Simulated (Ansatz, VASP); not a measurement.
One calculation of MgO, two programs

```
CELL_PARAMETERS angstrom
0.00000 2.12739 2.12739
2.12739 0.00000 2.12739
2.12739 2.12739 0.00000
ATOMIC_POSITIONS crystal
Mg 0.00000 0.00000 0.00000
O 0.50000 0.50000 0.50000
```

Alike in both runs: functional PBE; k mesh 10 × 10 × 10; occupations gaussian, width 0.02 eV; no spin polarisation.

Ansatz relaxed the structure, and its values are those at the end. VASP's run is a single point on that final structure, the one shown.

|  | VASP | Ansatz |
| --- | --- | --- |
| version | VASP 6.6.1 | Ansatz 0.2.0 |
| potentials or method | VASP PAW PBE potentials, release 64 (Mg, O) | scalar-relativistic, plane waves, PAW |
| plane-wave cutoff (eV) | 520 | 420 |
| valence electrons in the cell | 8 | 16 |

|  | VASP | Ansatz | Ansatz less VASP |
| --- | --- | --- | --- |
| gap on the k mesh at the Fermi level (eV) | 4.44 | 4.46 | +0.020 |
| least direct gap on the mesh (eV) | 4.44 | 4.46 | +0.020 |
| pressure (GPa) | -0.9 | 0.0 | +0.82 |

The two sets of potentials don't hold the same shells in valence.

Expect the measured gap to be larger: semilocal functionals such as PBE lack the derivative discontinuity.
